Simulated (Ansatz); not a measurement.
**CsPbCl3 (model cell, started as cubic perovskite with Pb in the octahedra): following an unstable mode**

Aim: this structure of CsPbCl3 (model cell, started as cubic perovskite with Pb in the octahedra) is to be tested for unstable modes, and one is followed downhill.

Calculated with Ansatz 0.2.0; DFT PBEsol, scalar-relativistic, plane waves, PAW; PAW set soft_1.

## Step 1: Starting point

Symmetry: Pm-3m, No. 221, cubic system. The conventional cell has a = 5.619 Å, b = 5.619 Å, c = 5.619 Å, α = 90.00°, β = 90.00°, γ = 90.00°. Nearest to Cs lie 12 Cl at 3.97 Å. Nearest to Pb lie 6 Cl at 2.81 Å. Nearest to Cl lie 2 Pb at 2.81 Å and 4 Cs at 3.97 Å. Farther neighbours and most contacts between anions are not listed.

## Step 2: Phonons on a q mesh

The cell comes from relaxations at this level that are not shown. Stability and thermal properties need the whole zone. Linear response on a 2×2×2 q mesh gives force constants as far as a supercell of that size would, and the tensors from the zone-centre run are typed in so that the long-range dipole term is interpolated apart.

File input.yaml:

```yaml
crystal:
  lattice:
    - [5.6185982474, 0.0, 0.0]
    - [0.0, 5.6185982474, 0.0]
    - [0.0, 0.0, 5.6185982474]
  atoms:
    - { symbol: Cs, position: [0.0, 0.0, 0.0] }
    - { symbol: Pb, position: [0.5, 0.5, 0.5] }
    - { symbol: Cl, position: [0.5, 0.5, 0.0] }
    - { symbol: Cl, position: [0.5, 0.0, 0.5] }
    - { symbol: Cl, position: [0.0, 0.5, 0.5] }
kpoints:
  mp_grid: { grid: [8, 8, 8] }
hamiltonian:
  xc: pbesol
  pseudopotentials: { kind: paw, azcp: { folder: soft_1 }, xc_functional: pbe }
scf:
  occupations: { method: fixed }
output:
  eigenvalues: true
phonons:
  method: dfpt
  qmesh: [2, 2, 2]
  temperatures: { t_max: 1000, t_step: 50 }
  qpath:
    path:
      - [[0.0, 0.0, 0.0], [0.0, 0.5, 0.0], [0.5, 0.5, 0.0], [0.0, 0.0, 0.0], [0.5, 0.5, 0.5], [0.0, 0.5, 0.0]]
      - [[0.5, 0.5, 0.5], [0.5, 0.5, 0.0]]
    npoints: 10
  non_analytic_term:
    high_frequency_dielectric_tensor: [[4.0394, 0.0, 0.0], [0.0, 4.0394, 0.0], [0.0, 0.0, 4.0394]]
    born_effective_charges:
      - { species: Cs, tensor: [[1.3222, 0.0, 0.0], [0.0, 1.3222, 0.0], [0.0, 0.0, 1.3222]] }
      - { species: Pb, tensor: [[3.9497, 0.0, 0.0], [0.0, 3.9497, 0.0], [0.0, 0.0, 3.9497]] }
      - { species: Cl, tensor: [[-0.7258, 0.0, 0.0], [0.0, -0.7258, 0.0], [0.0, 0.0, -3.8203]] }
      - { species: Cl, tensor: [[-0.7258, 0.0, 0.0], [0.0, -3.8203, 0.0], [0.0, 0.0, -0.7258]] }
      - { species: Cl, tensor: [[-3.8203, 0.0, 0.0], [0.0, -0.7258, 0.0], [0.0, 0.0, -0.7258]] }
    source: "zone-centre run at this cell"
```

Launch:

```
$ ansatz run input.yaml --threads 4 --pin off --max-ram 16384MiB --backend cpu --events-out ev --progress --plain --runs-dir out
```

Numbers of over 12 decimals in the logs are rounded to 6 here.

The log of the run:

```text
Engine: ansatz 0.2.0, x86_64-unknown-linux-gnu
Pseudopotentials: kind: paw
Pseudopotential: Cs, paw, valence charge 9, recommended cutoff 420 eV (normal), soft_1/Cs.paw.azcp
Pseudopotential: Pb, paw, valence charge 14, recommended cutoff 420 eV (normal), soft_1/Pb.paw.azcp
Pseudopotential: Cl, paw, valence charge 7, recommended cutoff 420 eV (normal), soft_1/Cl.paw.azcp
Functional definition: PBEsol
  exchange = pbesol_x
  correlation = pbesol_c
Crystal: 5 atoms, lattice volume = 177.372 Å³
Basis set: ecut = 420 eV, 3431 PW (Γ), exchange–correlation on 80×80×80 points (8 copies of the dense FFT grid, shifted against one another)
Bands: 27, of which v1, the nominal top of the filled ones, is band 22 counted from 1 (21 counted from 0)
Symmetry: 48 space group operations
k-points: 35 of 512
Non-local potential: Cs, projectors of the file, l = 0: 3, l = 1: 2, l = 2: 2, l = 3: 2
Non-local potential: Pb, projectors of the file, l = 0: 2, l = 1: 2, l = 2: 2, l = 3: 1
Non-local potential: Cl, projectors of the file, l = 0: 2, l = 1: 2, l = 2: 1
PAW form: soft (Blöchl's): semilocal exchange-correlation on the pseudo side does not see the compensation charge
PAW frozen core: Cs, regenerated for the run's functional, and the local potential with it (the file was generated under x = pbe(κ = 0.804, μ = 0.219515), c = pbe(β = 0.066725))
PAW frozen core: Pb, regenerated for the run's functional, and the local potential with it (the file was generated under x = pbe(κ = 0.804, μ = 0.219515), c = pbe(β = 0.066725))
PAW frozen core: Cl, regenerated for the run's functional, and the local potential with it (the file was generated under x = pbe(κ = 0.804, μ = 0.219515), c = pbe(β = 0.066725))
PAW one-centre angular grid: Cs, 194 points (default); XC on 64 Gauss nodes
PAW one-centre angular grid: Pb, 590 points (default); XC on 64 Gauss nodes
PAW one-centre angular grid: Cl, 110 points (default); XC on 64 Gauss nodes
Initial density: superposition of atomic densities (chi_scale 0.1, normalization cell, long waves kept (reshape's long-wave potential 0.01 eV rms))
Initial wavefunctions: pseudopotential atomic-orbital guess
Functional: x = pbesol(κ = 0.804, μ = 0.123457), c = pbesol(β = 0.046)
SCF iter   1: F=—  HF=-20534.057201 eV  |F-HF|=—  |Δ(HF+E_count)|=         —  Δρ=2.39e-2  dr2=2.20e0  ethr=3.10e-3  ⟨swp⟩=5.0  Hψ=3962  notcnv=0  defer=61
preconditioner: auto → Resta (q_TF=auto, 2.163 Å⁻¹)  ε∞=3.0  [insulator: Δε(μ)=1.495 eV  Ē_g=12.630 eV  n_scr=26 (ndim 8)  ℏωp=18.1 eV  f_vac=0.014  ε∞_Penn≈3.0]
SCF iter   2: F=—  HF=-20533.316918 eV  |F-HF|=—  |Δ(HF+E_count)|=   7.40e-1  Δρ=1.08e-2  dr2=6.67e-1  ethr=3.10e-3  ⟨swp⟩=3.6  Hψ=2171  notcnv=0  defer=73
SCF iter   3: F=—  HF=-20532.999047 eV  |F-HF|=—  |Δ(HF+E_count)|=   3.18e-1  Δρ=3.19e-3  dr2=5.25e-2  ethr=1.52e-3  ⟨swp⟩=3.7  Hψ=2133  notcnv=0  defer=94
SCF iter   4: F=—  HF=-20532.980834 eV  |F-HF|=—  |Δ(HF+E_count)|=   1.82e-2  Δρ=1.15e-3  dr2=3.29e-3  ethr=1.19e-4  ⟨swp⟩=3.0  Hψ=1796  notcnv=0  defer=96
SCF iter   5: F=—  HF=-20532.981999 eV  |F-HF|=—  |Δ(HF+E_count)|=   1.16e-3  Δρ=1.96e-4  dr2=7.29e-5  ethr=7.47e-6  ⟨swp⟩=3.0  Hψ=1543  notcnv=0  defer=102
SCF iter   6: F=—  HF=-20532.982107 eV  |F-HF|=—  |Δ(HF+E_count)|=   1.09e-4  Δρ=2.56e-5  dr2=1.20e-6  ethr=1.66e-7  ⟨swp⟩=2.0  Hψ=1694  notcnv=0  defer=102
SCF iter   7: F=—  HF=-20532.982114 eV  |F-HF|=—  |Δ(HF+E_count)|=   6.86e-6  Δρ=6.97e-6  dr2=6.27e-8  ethr=2.74e-9  ⟨swp⟩=2.0  Hψ=1678  notcnv=0  defer=94
SCF iter   8: F=—  HF=-20532.982114 eV  |F-HF|=—  |Δ(HF+E_count)|=   3.22e-8  Δρ=1.34e-6  dr2=2.72e-9  ethr=1.43e-10  ⟨swp⟩=2.0  Hψ=1645  notcnv=0  defer=94
SCF iter   9: F=—  HF=-20532.982114 eV  |F-HF|=—  |Δ(HF+E_count)|=   2.33e-9  Δρ=2.31e-7  dr2=9.78e-11  ethr=6.17e-12  ⟨swp⟩=2.0  Hψ=1645  notcnv=0  defer=94
SCF iter  10: F=-20532.982114 eV  HF=-20532.982114 eV  |F-HF|=2.55e-11  |Δ(HF+E_count)|=  2.11e-10  Δρ=4.12e-8  dr2=5.17e-12  ethr=1.00e-12  ⟨swp⟩=16.4  Hψ=7241  notcnv=0
SCF 1 converged in 10 iterations: F = -20532.982114 eV  dr2 = 5.17e-12
  greatest PAW one-centre occupation: 0.982 electrons in one spin orbital (limit 2), on the Pb atom at site 1 (counted from 0), in its partial waves of l = 2
NSCF: frozen V_eff on 35 k-points
NSCF: frozen V_eff on 125 k-points
DFPT response loops at q = (0, 0, 0) (fractional): preconditioner auto → Resta (q_TF=auto, 2.163 Å⁻¹)  ε∞=5.7 (no band partly filled); β = 1.00, the filter's whole step (`scf.mixing.beta` (0.50) is not read by the response loops at its default; to damp them type it under 1.00, their step now; it binds the ground state too); Broyden in place of MSR1
NSCF: frozen V_eff on 250 k-points
DFPT response loops at q = (0, 0, -0.5) (fractional): mixed as the last ones told, above
NSCF: frozen V_eff on 250 k-points
DFPT response loops at q = (0, -0.5, -0.5) (fractional): mixed as the last ones told, above
NSCF: frozen V_eff on 250 k-points
DFPT response loops at q = (-0.5, -0.5, -0.5) (fractional): mixed as the last ones told, above
SCF converged after 10 iterations
Free energy (F): -20532.982114 eV
Harris-Foulkes:  -20532.982114 eV  (|F-HF|=2.55e-11)
Internal energy: -20532.982114 eV  (E = F + TS)
E sigma→0 (E₀):  -20532.982114 eV
Fermi energy:    3.940559 eV
--- Per-component energies (eV) ---
  E_band       = -238.652898
  E_kinetic    = 892.668209
  E_local      = -2617.023994  (includes V_loc(G=0)·N_el)
  E_nonlocal   = 426.043314
  E_hartree    = 983.298435
  E_xc         = -702.548403
  E_vxc        = -624.675616  (∫ρ·V_xc dr)
  E_paw        = -17141.422938  (= ΣΔE_a)
  E_vpaw       = -282.261974  (= ΣTr[D̂ρ^β])
  E_aug_tail   = 0.000328  (compensation charges beyond the density's cutoff)
  E_ewald      = -2374.438696
  E_core_change = 0.441631  (= ΣΔE_core)
  E_smearing   = -0.000000  (= −TS)
  E_closure    = -0.000000  (closes the sum)
  Σ components = -20532.982114   (vs F -20532.982114, Δ=0.00e0)
--- Band table (eV; the first three rows and the last of 35) ---
  k-point 0: bands = [... 18 lower, 1.3642, 1.4696, 1.4696, 1.4696, 7.1923, 8.2007, 8.2007, 9.0865, ... 1 higher]
  k-point 1: bands = [... 18 lower, 1.3494, 1.4534, 1.4534, 1.4674, 7.3426, 8.3047, 8.3130, 9.1338, ... 1 higher]
  k-point 2: bands = [... 18 lower, 1.3134, 1.4147, 1.4147, 1.5543, 7.6991, 8.5059, 8.6088, 8.7309, ... 1 higher]
  k-point 34: bands = [... 18 lower, 1.7944, 1.7944, 1.7944, 3.9406, 5.7841, 5.7841, 5.7841, 8.9588, ... 1 higher]
--- Phonons (Γ-DFPT): 4 representative perturbations + reference (Σ response iterations 14) ---
  ASR residual: 1.149e-4 → 0.000e0 eV/Å²; symmetrization residual: 3.492e-5 eV/Å²
  ASR residual per site (eV/Å²): 1.44e-5 2.13e-5 1.15e-4 1.15e-4 1.15e-4
  Γ frequencies (cm⁻¹): -21.57 -21.57 -21.57 0.00 0.00 0.00 20.39 20.39 20.39 51.82 51.82 51.82 136.05 136.05 136.05
--- Phonons (arbitrary-q DFPT): 4 irreducible q on the 2×2×2 mesh ---
  q = [0.0000, 0.0000, 0.0000] (star 1, of the zone-centre solve; hermiticity 2.84e-5, symmetrization 1.04e-11): -21.57 -21.57 -21.57 -0.00 0.00 0.00 20.39 20.39 20.39 51.82 51.82 51.82 136.05 136.05 136.05
  q = [0.0000, 0.0000, -0.5000] (star 3, 9 solved perturbations in 975 linear systems a pass and spin channel, the states on 125 of 512 k-point pairs; hermiticity 7.17e-6, symmetrization 4.23e-13): -13.35 -13.35 10.54 10.54 35.26 38.59 42.97 42.97 43.87 43.87 52.08 110.89 136.26 136.26 248.00
  q = [0.0000, -0.5000, -0.5000] (star 3, 9 solved perturbations in 975 linear systems a pass and spin channel, the states on 125 of 512 k-point pairs; hermiticity 5.62e-6, symmetrization 2.50e-13): -47.49 -20.61 -20.61 7.80 34.70 41.37 41.37 45.25 45.25 87.55 102.60 102.60 136.35 220.71 256.77
  q = [-0.5000, -0.5000, -0.5000] (star 1, 4 solved perturbations in 350 linear systems a pass and spin channel, the states on 125 of 512 k-point pairs; hermiticity 7.22e-7, symmetrization 8.24e-12): -47.94 -47.94 -47.94 -11.76 -11.76 -11.76 80.88 80.88 80.88 98.47 98.47 98.47 220.43 220.43 262.77
  sum rule: each row above includes the acoustic sum rule's correction from the zone centre's row sums; it moved no ω² by more than (0.94 cm⁻¹)²
  mesh force constants: q→R imaginary residual 6.58e-18; ASR residual 1.149e-4 → 0.000e0 eV/Å²; symmetrization residual 7.994e-15 eV/Å²
  interpolated dispersion: 63 rows × 15 modes
  density of states and harmonic sums: on the 12×12×12 q-mesh, interpolated from the force constants of a 2×2×2 supercell (with the dipole–dipole term of supplied tensors)
  largest difference from the sums on the solved wave vectors: F 4.76e-2 eV, S 5.11e-5 and C_V 1.74e-5 eV/K
  zero-point energy: 0.064371 eV/cell   skipped modes (ω ≤ 0): 291, of them read as no rigid motion or as one in doubt: 288 (3.414e0 modes/cell left out, lowest -47.94 cm⁻¹)   left out of the sums: 2.28e-1 of the cell's modes: C_V's classical limit lies that fraction below 3 k_B per atom; for a crystal, a wire or a layer, F and S can be off by more, and a phonons.interpolated_qmesh denser along its periods is the remedy for the sampling
```

Wall time 5.5 min (4 threads of Intel Xeon Platinum 8375C at 2.90GHz (Ice Lake), shared host); peak memory 1.8 GiB; 20 min of CPU time.

Numbers from this step:

```yaml
gap_on_the_k_mesh: 1.844 eV
volume_per_atom: 35.47 Å³
sum_rule_residual_before_enforcement: 1.15e-4 eV/Å²
lowest_frequency_on_the_path: -47.94 cm⁻¹
point_group: m-3m
highest_frequency_on_the_path_or_at_a_solved_wavevector: 262.8 cm⁻¹
highest_optical_mode_at_the_zone_centre_no_lo_to_term: 136.1 cm⁻¹
lowest_optical_zone_centre_mode: -21.57 cm⁻¹
lowest_mode_on_the_q_mesh_acoustic_modes_at_gamma_apart: -47.94 cm⁻¹
```

Frequencies (cm⁻¹) solved at each irreducible wavevector; negative means imaginary. Frequencies by wavevector, by row:

```tsv
q in reciprocal lattice units	star	mode 1	mode 2	mode 3	mode 4	mode 13	mode 14	mode 15
0 0 0	1	-21.6	-21.6	-21.6	0	136.1	136.1	136.1
0 0 -0.5	3	-13.3	-13.3	10.5	10.5	136.3	136.3	248
0 -0.5 -0.5	3	-47.5	-20.6	-20.6	7.8	136.3	220.7	256.8
-0.5 -0.5 -0.5	1	-47.9	-47.9	-47.9	-11.8	220.4	220.4	262.8
```

Interpolated from a 2×2×2 q mesh, with the LO-TO term (at Γ the limit along the path; where Γ stands inside the path, tables give the limit on arrival). Phonon branches along the path, in cm⁻¹:

```tsv
point	branch 1	branch 2	branch 3	branch 4	branch 12	branch 13	branch 14	branch 15
Γ	-22	-22	0	0	56	136	136	232
halfway	-18	-18	10	10	88	136	136	239
X	-13	-13	10	10	111	136	136	248
halfway	-35	-14	-8	7	107	136	188	249
M	-48	-21	-21	8	103	136	221	257
halfway	-28	-14	-13	17	88	136	176	236
Γ	-22	-22	0	0	56	136	136	232
halfway	-29	-25	-25	9	88	178	178	235
R	-48	-48	-48	-12	98	220	220	263
halfway	-37	-33	-25	-10	105	180	193	250
X	-13	-13	10	10	111	136	136	248
jump to R	-48	-48	-48	-12	98	220	220	263
halfway	-48	-35	-35	-5	101	186	221	257
M	-48	-21	-21	8	103	136	221	257
```

Symmetry leaves 4 wavevectors to solve. The lowest mode among them, the acoustic zeros apart, lies at q = (-0.5, -0.5, -0.5) and is imaginary, 47.9i cm⁻¹, so the energy falls along it.

## Step 3: The mode frozen in, largest atomic shift 0 Å

The mode followed lies at q = (-0.5, -0.5, -0.5) with frequency 47.9i cm⁻¹ and is 3-fold degenerate, the softest among the wavevectors solved. At small amplitude the distorted cell has space group no. 74 by a symmetry search on the positions. The undistorted cell that holds it gives the zero of energy on the same k mesh.

System of this step: CsPbCl3 (model cell, started as cubic perovskite with Pb in the octahedra). It takes space group Pm-3m (No. 221, cubic). The conventional cell has a = 5.619 Å, b = 5.619 Å, c = 5.619 Å, α = 90.00°, β = 90.00°, γ = 90.00°. Cs has 12 Cl at 3.97 Å nearest. Pb has 6 Cl at 2.81 Å nearest. Nearest to Cl lie 2 Pb at 2.81 Å and 4 Cs at 3.97 Å. Farther neighbours and most contacts between anions are not listed.

File input.yaml:

```yaml
crystal:
  lattice:
    - [5.6185982474, 5.6185982474, 0.0]
    - [5.6185982474, 0.0, 5.6185982474]
    - [5.6185982474, 0.0, -5.6185982474]
  atoms:
    - { symbol: Cs, position: [0.0, 0.0, 0.0] }
    - { symbol: Cs, position: [0.0, 0.5, 0.5] }
    - { symbol: Pb, position: [0.5, 0.25, 0.75] }
    - { symbol: Pb, position: [0.5, 0.75, 0.25] }
    - { symbol: Cl, position: [0.5, 0.0, 0.0] }
    - { symbol: Cl, position: [0.5, 0.5, 0.5] }
    - { symbol: Cl, position: [0.0, 0.5, 0.0] }
    - { symbol: Cl, position: [0.0, 0.0, 0.5] }
    - { symbol: Cl, position: [0.5, 0.0, 0.5] }
    - { symbol: Cl, position: [0.5, 0.5, 0.0] }
kpoints:
  mp_grid: { grid: [6, 6, 6] }
hamiltonian:
  xc: pbesol
  pseudopotentials: { kind: paw, azcp: { folder: soft_1 }, xc_functional: pbe }
scf:
  occupations: { method: gaussian, width: 0.02 }
output:
  forces: true
  stress: true
  eigenvalues: true
```

The log of the run:

```text
[...]
Crystal: 10 atoms, lattice volume = 354.743 Å³
Basis set: ecut = 420 eV, 6879 PW (Γ), exchange–correlation on 108×108×108 points (8 copies of the dense FFT grid, shifted against one another)
Bands: 54, of which v1, the nominal top of the filled ones, is band 44 counted from 1 (43 counted from 0)
Symmetry: 96 space group operations
[...]
k-points: 16 of 216
[...]
k-point 0: bands = [... 40 lower, 1.7943, 1.7943, 1.7943, 3.9405, 5.7842, 5.7842, 5.7842, 7.1923, ... 4 higher]
  k-point 1: bands = [... 40 lower, 1.7346, 1.7346, 1.7629, 3.4862, 6.0849, 6.0849, 6.2270, 7.3887, ... 4 higher]
  k-point 2: bands = [... 40 lower, 1.6364, 1.6364, 1.6793, 2.6486, 6.8335, 6.8335, 7.0554, 7.8370, ... 4 higher]
  k-point 15: bands = [... 40 lower, 1.4884, 1.6985, 2.3674, 2.7294, 6.4991, 6.7520, 7.2237, 8.5884, ... 4 higher]
[key lines of the parts left out:]
SCF converged after 8 iterations
Free energy (F): -41065.964605 eV
Fermi energy:    4.862208 eV
P = ⅓ Tr σ = -0.0092 GPa (-0.092 kbar)
```

Wall time 5.8 s (4 threads); peak memory 0.94 GiB.

This step gave:

```yaml
pressure: -0.009153 GPa
energy_from_the_undistorted_cell: 0 meV/atom
```

At this level the gap is 1.84 eV on the k-mesh of the self-consistent run, which can miss the band edges.

## Step 4: The mode frozen in, largest atomic shift 0.6 Å

The atoms are moved along the unstable eigenvector, the largest shift by 0.6 Å, with the cell fixed.

input.yaml, the sections that differ from step 3:

```yaml
crystal:
  lattice:
    - [5.6185982474, 5.6185982474, 0.0]
    - [5.6185982474, 0.0, 5.6185982474]
    - [5.6185982474, 0.0, -5.6185982474]
  atoms:
    - { symbol: Cs, position: [0.0, 0.0, 0.0] }
    - { symbol: Cs, position: [0.0, 0.5, 0.5] }
    - { symbol: Pb, position: [0.5, 0.25, 0.75] }
    - { symbol: Pb, position: [0.5, 0.75, 0.25] }
    - { symbol: Cl, position: [0.5755106612, -0.0755106612, -0.0755106612] }
    - { symbol: Cl, position: [0.4244893388, 0.5755106612, 0.5755106612] }
    - { symbol: Cl, position: [0.0, 0.4622446694, 0.0377553306] }
    - { symbol: Cl, position: [0.0, 0.0377553306, 0.4622446694] }
    - { symbol: Cl, position: [0.5, 0.0377553306, 0.4622446694] }
    - { symbol: Cl, position: [0.5, 0.4622446694, 0.0377553306] }
# kpoints, hamiltonian, scf, output: as in step 3
```

The log of the run:

```text
[...]
Crystal: 10 atoms, lattice volume = 354.743 Å³
Basis set: ecut = 420 eV, 6879 PW (Γ), exchange–correlation on 108×108×108 points (8 copies of the dense FFT grid, shifted against one another)
Bands: 54, of which v1, the nominal top of the filled ones, is band 44 counted from 1 (43 counted from 0)
Symmetry: 8 space group operations
[...]
k-points: 46 of 216
[...]
k-point 0: bands = [... 40 lower, 1.6329, 1.6722, 1.6850, 3.5066, 5.7193, 5.7406, 5.7601, 7.3774, ... 4 higher]
  k-point 1: bands = [... 40 lower, 1.6202, 1.6457, 1.6954, 3.1447, 5.9694, 6.0026, 6.0890, 7.5672, ... 4 higher]
  k-point 2: bands = [... 40 lower, 1.5751, 1.5874, 1.7030, 2.4401, 6.5747, 6.6302, 6.8385, 7.9203, ... 4 higher]
  k-point 45: bands = [... 40 lower, 1.4434, 1.5966, 2.2169, 2.4940, 6.2944, 6.4613, 6.9110, 8.1027, ... 4 higher]
[key lines of the parts left out:]
SCF converged after 8 iterations
Free energy (F): -41066.065800 eV
Fermi energy:    4.612949 eV
P = ⅓ Tr σ = -0.4660 GPa (-4.660 kbar)
```

It took 20 s on 4 threads; peak memory 1.2 GiB; 76 s of CPU time.

This step gave:

```yaml
pressure: -0.4660 GPa
gap_on_the_k_mesh: 2.213 eV
energy_from_the_undistorted_cell: -10.12 meV/atom
```

The energy, extrapolated to zero smearing, is -10.12 meV/atom against the undistorted cell.

The run ends at a pressure of -0.47 GPa, with forces up to 0.12 eV/Å.

## Step 5: Energy along the mode, all amplitudes (two of the runs are shown above)

An imaginary frequency means negative curvature, so the energy should fall and then rise again as anharmonic terms take over.

Numbers from this step:

* depth at the lowest point sampled: 10.12 meV/atom
* largest atomic shift at that point: 0.6 Å

The energy from the parent by largest atomic shift:

```tsv
largest atomic shift (Å)	energy from the parent (meV/atom)
0.000	0
0.040	-0.095
0.080	-0.379
0.140	-1.14
0.220	-2.69
0.320	-5.21
0.450	-8.51
0.600	-10.1
```

Displacement at unit largest shift by atom:

```tsv
atom	x (Å)	y (Å)	z (Å)	size
Cs1	0.000	0.000	0.000	0.000
Cs2	0.000	0.000	0.000	0.000
Pb3	0.000	0.000	0.000	0.000
Pb4	0.000	0.000	0.000	0.000
Cl5	-0.707	0.707	0.000	1.000
Cl6	0.707	-0.707	0.000	1.000
Cl7	0.000	0.000	-0.707	0.707
Cl8	0.000	0.000	0.707	0.707
Cl9	0.000	0.000	0.707	0.707
Cl10	0.000	0.000	-0.707	0.707
```

The lowest of the steps tried is the last one, at 0.6 Å, 10.1 meV/atom below the parent; the bottom of the well need not coincide with a step.

(Continued in part 2 of 2.)

[Logs are printed without paths, hosts, clocks, repeated set-up lines and the standing remarks that a program may print on its own settings, such as how far it seeks lower states.]

[Hosts, paths, dates, database ids (printed as entryN), source tags and the programs' standing remarks are cut or masked in the printed files.]
